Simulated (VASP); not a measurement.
# S (Fmmm) in VASP: notebook

Runs on S. Level: PBE. Tasks: single point, relaxation of cell and atoms.

All numbers are computed with VASP 6.6.1; they aren't measurements. Logs are shortened: lines on timing, memory, paths and dates and some standing lists are left out, and cuts for length are marked.

## 1. The structure

The structure is orthorhombic, space group Fmmm (No. 69). The conventional cell has a = 3.941 Å, b = 5.107 Å, c = 5.169 Å, α = 90.00°, β = 90.00°, γ = 90.00°. S (site symmetry mmm) has 12 S at 3.23 to 3.63 Å as nearest neighbours.

The cell was built by a generator and needn't be a form met in nature.

## 2. Single point, PBE

File INCAR:

```
PREC     = Accurate       # precision mode
ENCUT    = 520            # plane-wave cutoff, eV
EDIFF    = 1E-6           # SCF threshold, eV
ISMEAR   = 0              # smearing method
SIGMA    = 0.1            # smearing width, eV
LREAL    = False          # projectors in reciprocal space
LASPH    = True           # aspherical terms in the spheres
NELM     = 80             # most SCF steps
ALGO     = Normal         # electronic algorithm
ISIF     = 2              # what is computed and relaxed
LWAVE    = False          # write WAVECAR
LCHARG   = False          # write CHGCAR
GGA      = PE             # functional
NBANDS   = 9              # bands
```

File KPOINTS:

```
Automatic mesh
0
Gamma
  6 6 6
```

File POSCAR:

```
S
1.0
    0.0000000000      2.5535519400      2.5842795400
    1.9705749200      0.0000000000      2.5842795400
    1.9705749200      2.5535519400      0.0000000000
S
1
Direct
    0.0000000000      0.0000000000      0.0000000000
```

Potentials or basis: VASP PAW PBE potentials, release 64 (S).

On the command line:

```console
$ cat potpaw_PBE.64/S/POTCAR > POTCAR
$ mpirun -np 1 vasp_std > vasp.out
```

OUTCAR:

```text
PREC = Accurate
   ENCUT = 520
   EDIFF = 1E-6
   ISMEAR = 0
   LREAL = False
   LASPH = True
   NELM = 80
   ISIF = 2
   GGA = PE

 ion  position               nearest neighbor table
   1  0.000  0.000  0.000-

  LATTYP: Found a face centered orthorhombic cell.
 ALAT       =     3.9411498400
 B/A-ratio  =     1.2958410838
 C/A-ratio  =     1.3114342996

  Lattice vectors:

 A1 = (   0.0000000000,   2.5535519400,   2.5842795400)
 A2 = (   1.9705749200,   0.0000000000,   2.5842795400)
 A3 = (   1.9705749200,   2.5535519400,   0.0000000000)

Analysis of symmetry for initial positions (statically):
=====================================================================
 Subroutine PRICEL returns:
 Original cell was already a primitive cell.

 Routine SETGRP: Setting up the symmetry group for a
 face centered orthorhombic supercell.

 Subroutine GETGRP returns: Found  8 space group operations
 (whereof  8 operations were pure point group operations)
 out of a pool of  8 trial point group operations.

The static configuration has the point symmetry D_2h.

Analysis of symmetry for dynamics (positions and initial velocities):
=====================================================================
 Subroutine PRICEL returns:
 Original cell was already a primitive cell.

 Routine SETGRP: Setting up the symmetry group for a
 face centered orthorhombic supercell.

 Subroutine GETGRP returns: Found  8 space group operations
 (whereof  8 operations were pure point group operations)
 out of a pool of  8 trial point group operations.

The dynamic configuration has the point symmetry D_2h.

 Subroutine INISYM returns: Found  8 space group operations
 (whereof  8 operations are pure point group operations),
 and found     1 'primitive' translations

----------------------------------------------------------------------------------------

                                     Primitive cell

  volume of cell :      26.0080

  direct lattice vectors                    reciprocal lattice vectors
     0.000000000  2.553551940  2.584279540    -0.253733058  0.195805690  0.193477521
     1.970574920  0.000000000  2.584279540     0.253733058 -0.195805690  0.193477521
     1.970574920  2.553551940  0.000000000     0.253733058  0.195805690 -0.193477521

  length of vectors
     3.633060452  3.249871729  3.225491129     0.374371319  0.374371319  0.374371319

  position of ions in fractional coordinates (direct lattice)
     0.000000000  0.000000000  0.000000000

  ion indices of the primitive-cell ions
   primitive index   ion index
                 1           1

----------------------------------------------------------------------------------------

 KPOINTS: Automatic mesh

Automatic generation of k-mesh.
 Grid dimensions read from file:
 generate k-points for:    6    6    6

 Generating k-lattice:

  Cartesian coordinates                     Fractional coordinates (reciprocal lattice)
    -0.042288843  0.032634282  0.032246254     0.166666667  0.000000000  0.000000000
     0.042288843 -0.032634282  0.032246254     0.000000000  0.166666667  0.000000000
     0.042288843  0.032634282 -0.032246254    -0.000000000 -0.000000000  0.166666667

  Length of vectors
     0.062395220  0.062395220  0.062395220

  Shift w.r.t. Gamma in fractional coordinates (k-lattice)
     0.000000000  0.000000000  0.000000000

 Subroutine IBZKPT returns following result:
 ===========================================

 Found     46 irreducible k-points:

 Following reciprocal coordinates:
            Coordinates               Weight
  0.000000  0.000000  0.000000      1.000000
  0.166667 -0.000000  0.000000      8.000000
  0.333333 -0.000000 -0.000000      8.000000
  0.500000 -0.000000  0.000000      4.000000
  0.166667  0.166667  0.000000      2.000000
  0.333333  0.166667 -0.000000      8.000000
[... 16 lines left out ...]
 -0.166667  0.166667  0.166667      8.000000
  0.500000  0.333333  0.166667      4.000000
 [... further k-points ...]
   k-points           NKPTS =     46   k-points in BZ     NKDIM =     46   number of bands    NBANDS=      9
   number of dos      NEDOS =    301   number of ions     NIONS =      1
   total plane-waves  NPLWV =  16128
   dimension x,y,z NGX =    28 NGY =   24 NGZ =   24
   dimension x,y,z NGXF=    56 NGYF=   48 NGZF=   48
   ions per type =               1
   NGX,Y,Z   is equivalent  to a cutoff of  12.81, 12.28, 12.37 a.u.
   NGXF,Y,Z  is equivalent  to a cutoff of  25.63, 24.55, 24.74 a.u.
 SYSTEM =  unknown system
   PREC   = accura    normal or accurate (medium, high low for compatibility)
   ISTART =      0    job   : 0-new  1-cont  2-samecut
   ICHARG =      2    charge: 1-file 2-atom 10-const
   ISPIN  =      1    spin polarized calculation?
   LNONCOLLINEAR =      F non collinear calculations
   LSORBIT =      F    spin-orbit coupling
   LASPH  =      T    aspherical Exc in radial PAW
   ENCUT  =  520.0 eV  38.22 Ry    6.18 a.u.   6.76  6.04  6.00*2*pi/ulx,y,z
   NELM   =     80;   NELMIN=  2; NELMDL= -5     # of ELM steps
   EDIFF  = 0.1E-05   stopping-criterion for ELM
   LREAL  =      F    real-space projection
   EDIFFG = 0.1E-04   stopping-criterion for IOM
   NSW    =      0    number of steps for IOM
   IBRION =     -1    ionic relax: 0-MD 1-quasi-New 2-CG
   NFREE  =      0    steps in history (QN), initial steepest desc. (CG)
   ISIF   =      2    stress and relaxation
   ISYM   =      2    0-nonsym 1-usesym 2-fastsym
   POTIM  = 0.5000    time-step for ionic-motion
   TEBEG  =    0.0;   TEEND  =   0.0 temperature during run
   PSTRESS=    0.0 pullay stress
   NELECT =       6.0000    total number of electrons
   NUPDOWN=      -1.0000    fix difference up-down
   EMIN   =  10.00;   EMAX   =-10.00  energy-range for DOS
   EFERMI =   0.00;   METHOD = LEGACY
   ISMEAR =     0;   SIGMA  =   0.10  broadening in eV -4-tet -1-fermi 0-gaus
   EFERMI_NEDOS =   21; number of points for ismear=-14 and -15
   IALGO  =     38    algorithm
   IMIX   =      4    mixing-type and parameters
     AMIX     =   0.40;   BMIX     =  1.00
     AMIX_MAG =   1.60;   BMIX_MAG =  1.00
  volume/ion in A,a.u.               =      26.01       175.51
  Fermi-wavevector in a.u.,A,eV,Ry     =   1.004052  1.897383 13.716311  1.008120
  Thomas-Fermi vector in A             =   2.136643
   LORBIT       =      0    0 simple, 1 ext, 2 COOP (PROOUT), +10 PAW based schemes
   GGA     = PE    functional components
   LHFCALC =     F    Hartree Fock is set to
   AEXX    =    0.0000 exact exchange contribution
   IVDW    =     0    specifies the selected vdW correction
   LEPSILON=     F    determine dielectric tensor
   LRPA    =     F    only Hartree local field effects (RPA)
 non-spin polarized calculation
 Gauss-broadening in eV      SIGMA  =   0.10
  energy-cutoff  :      520.00
  volume of cell :       26.01
 maximum number of plane-waves:       712
   NGX = 13   NGY = 13   NGZ = 11

 number of electron       6.0000000 magnetization

 Free energy of the ion-electron system (eV)
  ---------------------------------------------------
  ext. energy  EPLUGINS =         0.00000000
  ---------------------------------------------------
  free energy    TOTEN  =        -2.26003034 eV

  energy without entropy =       -2.24785364  energy(sigma->0) =       -2.25394199

 E-fermi :   1.6480     XC(G=0):  -8.8844

 val. band max:        1.6385180370   @ k =  -0.3333   0.1667   0.3333
 cond. band min:       1.6480559588   @ k =   0.5000  -0.0000   0.0000
 fundamental gap:      0.0095379218
 Fermi energy:         1.6480213948

 k-point     1 :       0.0000    0.0000    0.0000
  band No.  band energies     occupation
      1     -11.3774      2.00000
      2       2.8974      0.00000
      3       2.9017      0.00000
      4       2.9608      0.00000
      5      10.3575      0.00000
      6      13.2708      0.00000
      7      13.4109      0.00000
      8      14.3330      0.00000
      9      15.4501      0.00000

 k-point     2 :       0.1667   -0.0000    0.0000
  band No.  band energies     occupation
      1     -11.0449      2.00000
      2       1.4023      1.99949
      3       2.5513      0.00000
      4       2.8779      0.00000
      5      11.2117      0.00000
      6      12.9306      0.00000
      7      13.2693      0.00000
      8      15.0936      0.00000
      9      15.1277      0.00000

 k-point     3 :       0.3333   -0.0000   -0.0000
  band No.  band energies     occupation
      1     -10.2361      2.00000
      2      -1.0296      2.00000
      3       1.9204      0.00012
      4       2.7984      0.00000
      5      10.1301      0.00000
      6      11.7937      0.00000
      7      14.9986      0.00000
      8      16.3837      0.00000
      9      16.8486      0.00000

 k-point     4 :       0.5000   -0.0000    0.0000
  band No.  band energies     occupation
      1      -9.7125      2.00000
      2      -2.1907      2.00000
      3       1.6481      0.99961
      4       2.7571      0.00000
      5       9.5132      0.00000
      6      11.3402      0.00000
      7      16.0806      0.00000
      8      17.0136      0.00000
      9      18.0888      0.00000
[... 205 lines left out ...]
 k-point    22 :      -0.3333    0.1667    0.1667
  band No.  band energies     occupation
      1      -9.4819      2.00000
      2      -1.8180      2.00000
      3       1.1624      2.00000
      4       1.8008      0.03067
      5      10.1462      0.00000
      6      12.7701      0.00000
      7      12.9118      0.00000
      8      14.6321      0.00000
      9      20.7770      0.00000

 k-point    23 :      -0.1667    0.1667    0.1667
  band No.  band energies     occupation
      1     -10.0290      2.00000
      2      -0.6442      2.00000
      3       1.4087      1.99929
      4       1.9124      0.00019
      5      10.6945      0.00000
      6      12.6306      0.00000
      7      13.3416      0.00000
      8      14.9252      0.00000
      9      18.1080      0.00000

 k-point    24 :       0.5000    0.3333    0.1667
  band No.  band energies     occupation
      1      -9.8851      2.00000
      2      -0.7305      2.00000
      3       1.0490      2.00000
      4       1.7434      0.17724
      5      10.6768      0.00000
      6      12.4753      0.00000
      7      12.8625      0.00000
      8      15.5517      0.00000
      9      17.6559      0.00000

 [... further k-points ...]
[... 5 lines left out ...]
  --------------------------------------------------------------------------------------
  -------------------------------------------------------------------------------------
  Total       -2.4607717     -1.9687440     -1.7916285      0.0000000      0.0000000      0.0000000
  in kB     -151.5914707   -121.2809826   -110.3700944      0.0000000      0.0000000      0.0000000
  external PRESSURE =    -127.7475159 kB  Pullay stress =       0.0000000 kB

 VOLUME and BASIS-vectors are now :
 -----------------------------------------------------------------------------
  energy-cutoff  :      520.00
  volume of cell :       26.01
      direct lattice vectors                 reciprocal lattice vectors
     0.000000000  2.553551940  2.584279540    -0.253733058  0.195805690  0.193477521
     1.970574920  0.000000000  2.584279540     0.253733058 -0.195805690  0.193477521
     1.970574920  2.553551940  0.000000000     0.253733058  0.195805690 -0.193477521

 POSITION                                       TOTAL-FORCE (eV/Angst)
 -----------------------------------------------------------------------------------
      0.00000      0.00000      0.00000         0.000000      0.000000      0.000000
 -----------------------------------------------------------------------------------
    total drift:                                0.000000      0.000000      0.000000

  FREE ENERGIE OF THE ION-ELECTRON SYSTEM (eV)
  ---------------------------------------------------
  free  energy   TOTEN  =        -2.2600303417 eV

  energy  without entropy=       -2.2478536383  energy(sigma->0) =       -2.25394199
```

It took 4.5 s on 1 thread of Intel Xeon 6975P-C (Granite Rapids), shared host; peak memory 0.14 GiB.

What came out:

| Quantity | Value |
| --- | --- |
| Free energy | -2.2600 eV |
| Pressure | -12.8 GPa |
| Band gap on the k mesh | none (metal or under the smearing width) |

Stress tensor (GPa, compression positive):
```
-15.16   0.00   0.00
  0.00 -12.13   0.00
  0.00   0.00 -11.04
```

Levels at points of the mesh, in eV from the Fermi level:
```
           k point  band 1  band 2  band 3  band 4  band 5  band 6  band 7
(0.00, 0.00, 0.00)  -13.03    1.25    1.25    1.31    8.71   11.62   11.76
(0.50, 0.00, 0.00)  -11.36   -3.84    0.00    1.11    7.87    9.69   14.43
(0.50, 0.50, 0.00)  -11.25   -3.72   -0.29    0.74    7.37    8.70   16.27
(0.50, 0.00, 0.50)  -11.17   -3.71   -0.39    0.70    7.27    8.68   16.32
(0.00, 0.50, 0.50)  -10.30   -2.33   -1.63   -1.54    6.20    6.62   18.17
```

Caveat: the k mesh is coarse (spacing up to 0.39 Å⁻¹), so the values aren't converged.

(Continued in part 2 of 2.)
